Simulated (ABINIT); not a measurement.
# PtSe2 (Sudovikovite) (P-3m1) in ABINIT: notebook, part 2 of 2

ABINIT 10.8.3 (patched build). The steps go on from the part before.

### Step 3. Band structure, RPBE

run.abi

```
ndtset 2

pp_dirpath "./"
pseudos "Pt.GGA_PBE-JTH.xml, Se.GGA_PBE-JTH.xml"

acell 3*1.0
rprim
     7.0373400881     0.0000000000     0.0000000000
    -3.5186700441     6.0945152914     0.0000000000
     0.0000000000     0.0000000000     9.5657936429
ntypat 2
znucl 78 34
natom 3
typat 1 2 2
xred
     0.0000000000     0.0000000000     0.0000000000
     0.6666666667     0.3333333333     0.7500000000
     0.3333333333     0.6666666667     0.2500000000

ecut 544.227725 eV
pawecutdg 40.0

ixc 15

occopt 3
tsmear 0.00183747

nstep 100

iomode 3
prtwf 0
prteig 0
prtebands 0
enunit 1
prtden1 1

kptopt1 1
ngkpt1 8 8 5
nshiftk1 1
shiftk1 0.0 0.0 0.0
nband1 15
tolvrs1 1.0e-9

iscf2 -2
getden2 1
nband2 19
nbdbuf2 2
tolwfr2 1.0e-12
kptopt2 -7
ndivsm2 5
prteig2 1
kptbounds2
     0.0000000000     0.0000000000     0.0000000000
     0.5000000000     0.0000000000     0.0000000000
     0.3333333333     0.3333333333     0.0000000000
     0.0000000000     0.0000000000     0.0000000000
     0.0000000000     0.0000000000     0.5000000000
     0.5000000000     0.0000000000     0.5000000000
     0.3333333333     0.3333333333     0.5000000000
     0.0000000000     0.0000000000     0.5000000000
```

Potentials or basis: JTH PAW PBE v2.0.

Started as:

```console
> abinit run.abi > log 2>&1
```

run.abo:

```text
.Version 10.8.3 of ABINIT
 DATASET    1 : space group P-3 m 1 (#164); Bravais hP (primitive hexag.)
================================================================================
 Values of the parameters that define the memory need for DATASET  1.
     intxc =       0    ionmov =       0      iscf =      17    lmnmax =      18
     lnmax =       6     mgfft =      40  mpssoang =       3    mqgrid =    3001
     natom =       3  nloc_mem =       2    nspden =       1   nspinor =       1
    nsppol =       1      nsym =      12    n1xccc =       1    ntypat =       2
    occopt =       3   xclevel =       2
       mpw =        1781          nfft =       36000          nkpt =          40
 PAW method is used; the additional fine FFT grid is defined by:
   mgfftf=        60    nfftf =    121500
================================================================================
================================================================================

 DATASET    2 : space group P-3 m 1 (#164); Bravais hP (primitive hexag.)
[... 1043 lines left out ...]

== END DATASET(S) ==============================================================
================================================================================

 -outvars: echo values of variables after computation  --------
            acell      1.0000000000E+00  1.0000000000E+00  1.0000000000E+00 Bohr
           etotal1    -4.6078926262E+01
            fcart1     6.3770430055E-30  6.2590387429E-29 -0.0000000000E+00
                       1.4029494612E-28 -1.4727149982E-29 -1.4274494320E-02
                      -1.4667198913E-28 -4.7863237447E-29  1.4274494320E-02
            rprim      7.0373400881E+00  0.0000000000E+00  0.0000000000E+00
                      -3.5186700441E+00  6.0945152914E+00  0.0000000000E+00
                       0.0000000000E+00  0.0000000000E+00  9.5657936429E+00
           strten1    -3.7395917862E-04 -3.7395917876E-04 -3.0288025700E-04
                       0.0000000000E+00  0.0000000000E+00  9.8028484892E-14
           xangst      0.0000000000E+00  0.0000000000E+00  0.0000000000E+00
                       1.8619999987E+00  1.0750262005E+00  3.7964999974E+00
                      -1.7639288942E-11  2.1500524010E+00  1.2654999991E+00
             xred      0.0000000000E+00  0.0000000000E+00  0.0000000000E+00
                       6.6666666667E-01  3.3333333333E-01  7.5000000000E-01
                       3.3333333333E-01  6.6666666667E-01  2.5000000000E-01
 Calculation completed.
```

Wall time 1.7 min (1 thread of Arm Neoverse V1, shared host); peak memory 0.15 GiB.

What came out:

```
Free energy            : -1253.8715 eV
Pressure               : 10.3 GPa
Largest force          : 0.734 eV/Å
Band gap on the k mesh : none (metal or under the smearing width)
```

Forces in eV/Å, atoms in the order of the input:
```
Pt   0.000  0.000  0.000
Se   0.000  0.000 -0.734
Se   0.000  0.000  0.734
```

Levels at the corners of the path, in eV from the Fermi level:
```
point  band 8  band 9  band 10  band 11  band 12  band 13  band 14  band 15
    Γ   -2.66   -1.13    -1.13     0.35     1.38     1.38     3.64     4.27
    M   -3.61   -3.59    -3.50    -3.05     0.62     2.27     4.76     5.88
    K   -3.86   -2.75    -1.92    -1.92    -0.02    -0.02     4.06     7.68
    Γ   -2.66   -1.13    -1.13     0.35     1.38     1.38     3.64     4.27
    A   -2.96   -1.78    -1.56    -1.56     2.23     2.23     4.84     6.33
    L   -3.61   -3.31    -2.92    -1.44     0.92     1.47     4.54     4.87
    H   -4.23   -3.76    -2.59    -2.59     1.94     1.94     6.52     7.33
    A   -2.96   -1.78    -1.56    -1.56     2.23     2.23     4.84     6.33
```

Caveat: the PAW data sets were made with another functional, which shifts forces and pressure a little; spin-orbit coupling is left out, which moves the levels of the heavy elements; the atomic spheres overlap.

### Step 4. Band structure, LDA-Teter

run.abi: that of step 3 with these lines changed.

```diff
@@ -3,3 +3,3 @@
 pp_dirpath "./"
-pseudos "Pt.GGA_PBE-JTH.xml, Se.GGA_PBE-JTH.xml"
+pseudos "Pt.LDA_PW-JTH.xml, Se.LDA_PW-JTH.xml"
 
@@ -19,9 +19,9 @@
 
-ecut 544.227725 eV
+ecut 20.0
 pawecutdg 40.0
 
-ixc 15
+ixc 1
 
 occopt 3
-tsmear 0.00183747
+tsmear 0.05 eV
 
@@ -49,3 +49,3 @@
 kptopt2 -7
-ndivsm2 5
+ndivsm2 6
 prteig2 1
```

Potentials or basis: JTH PAW LDA v2.0.

Started as:

```console
> abinit run.abi > log 2>&1
```

Run time: 2 min. Hardware: 1 thread of Arm Neoverse V1, shared host; peak memory 0.13 GiB.

Results (log left out):

```yaml
Free_energy: -1267.3999 eV
Pressure: 0.0 GPa
Largest_force: 0.272 eV/Å
Band_gap_on_the_k_mesh: none (metal or under the smearing width)
```

Forces on the atoms (eV/Å):
```
Pt   0.000  0.000  0.000
Se   0.000  0.000 -0.272
Se   0.000  0.000  0.272
```

Stress tensor (GPa, compression positive):
```
 0.36  0.00  0.00
 0.00  0.36  0.00
 0.00  0.00 -0.83
```

Levels at the corners of the path, in eV from the Fermi level:
```
point  band 8  band 9  band 10  band 11  band 12  band 13  band 14  band 15
    Γ   -2.57   -1.06    -1.06     0.41     1.42     1.42     3.51     3.97
    M   -3.55   -3.49    -3.42    -3.01     0.60     2.32     4.70     5.77
    K   -3.77   -2.70    -1.84    -1.84    -0.05    -0.05     3.98     7.55
    Γ   -2.57   -1.06    -1.06     0.41     1.42     1.42     3.51     3.97
    A   -3.00   -1.74    -1.50    -1.50     2.27     2.27     4.74     6.18
    L   -3.51   -3.23    -2.86    -1.38     0.95     1.44     4.48     4.67
    H   -4.22   -3.66    -2.51    -2.51     1.97     1.97     6.49     7.25
    A   -3.00   -1.74    -1.50    -1.50     2.27     2.27     4.74     6.18
```

Caveat: spin-orbit coupling is left out, which moves the levels of the heavy elements; the atomic spheres overlap.

### Step 5. Summary

| level | potentials or basis | gap on the mesh (eV) | pressure (GPa) | largest force (eV/Å) |
| --- | --- | --- | --- | --- |
| AM05 | JTH PAW PBE v2.0 | none | 2.6 | 0.29 |
| RPBE | JTH PAW PBE v2.0 | none | 10.3 | 0.73 |
| LDA-Teter | JTH PAW LDA v2.0 | none | 0.0 | 0.27 |

Alike in all rows: task band structure; no spin polarisation; cell as given; k mesh 8 × 8 × 5; cutoff (eV) 544; smearing fermi-dirac 0.05 eV.

Caveats: spin-orbit coupling is left out, which moves the levels of the heavy elements; the atomic spheres overlap; the PAW data sets were made with another functional, which shifts forces and pressure a little (some runs).

Total energies depend on the potentials used, so only differences within one code and one set of settings carry meaning.
